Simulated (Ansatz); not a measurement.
**Cl started in the widest void in rocksalt RbCl, 65 atoms, charge +1**

All numbers come from Ansatz (PAW, plane waves, no spin–orbit coupling) at the single k point (¼, ¼, ¼) without its symmetry partners. The atoms were relaxed with PBEsol in a fixed cell; other functionals are single points on those atoms unless said otherwise. The valence top and gap of the host come from the perfect supercell at Γ, which can miss a band edge that doesn't fold there, PBEsol gap 4.89 eV, HSE06 gap 6.35 eV. The charge correction uses an assumed dielectric constant of 4.9.

Cell: a = 13.093 Å, b = 13.093 Å, c = 13.093 Å, α = 90.00°, β = 90.00°, γ = 90.00°.

Nearest atoms after relaxation, from the placed atom (for vacancies from the middle of the vacant sites): Cl at 2.27 Å, Cl at 2.27 Å, Rb at 3.01 Å, Rb at 3.01 Å.

Chemical potentials μ are those of reference phases of the elements at zero temperature by the same functional (the usual solids, diamond for C, grey Sn, and the molecules H2, N2, O2, F2, Cl2, Br2 and S8).

| functional | E(defect) − E(host) − Σ nμ + q·E_VBM (eV) | monopole (eV) | alignment (eV) | formation energy at E_F = VBM (eV) | moment (μB) | wall time, shared host |
| --- | --- | --- | --- | --- | --- | --- |
| PBEsol | -0.53 | 0.32 | 0.07 | -0.14 | 0 (no spin) | 32 s on NVIDIA GB300 (relaxation) |
| HSE06 | -0.72 | 0.32 | 0.07 | -0.33 | 0 (no spin) | 40 s on NVIDIA GB300 |

(1) How does the monopole term follow by hand for this cubic cell?

HSE06 one-electron levels near the gap (the ten most localised at most), from the host's valence top, not corrected for the charge's images:

| level (eV) | spin | filling | atoms sharing it | element of the atom with most weight |
| --- | --- | --- | --- | --- |
| -0.04 | both | 2.00 | 14.0 | Cl |
| -0.04 | both | 2.00 | 18.0 | Cl |
| -0.03 | both | 2.00 | 13.6 | Cl |
| -0.02 | both | 2.00 | 11.2 | Cl |
| -0.01 | both | 2.00 | 14.7 | Cl |
| 0.00 | both | 2.00 | 16.2 | Cl |
| 0.00 | both | 2.00 | 19.9 | spread |
| 0.01 | both | 2.00 | 19.8 | spread |
| 0.04 | both | 2.00 | 17.7 | Cl |
| 3.42 | both | 0.00 | 3.2 | Cl |

All elements are taken at their own reference at once; growth conditions in equilibrium with the host shift these energies, by up to the host's formation enthalpy.

One k point and a cell of this size can leave errors of several tenths of an eV in such numbers.

## Answers

(1) q²·α·e²/(4πε₀)/(2εL) with the Madelung constant α = 2.837 and e²/4πε₀ = 14.40 eV·Å: 1 × 2.837 × 14.40 / (2 × 4.9 × 13.093) = 0.32 eV.
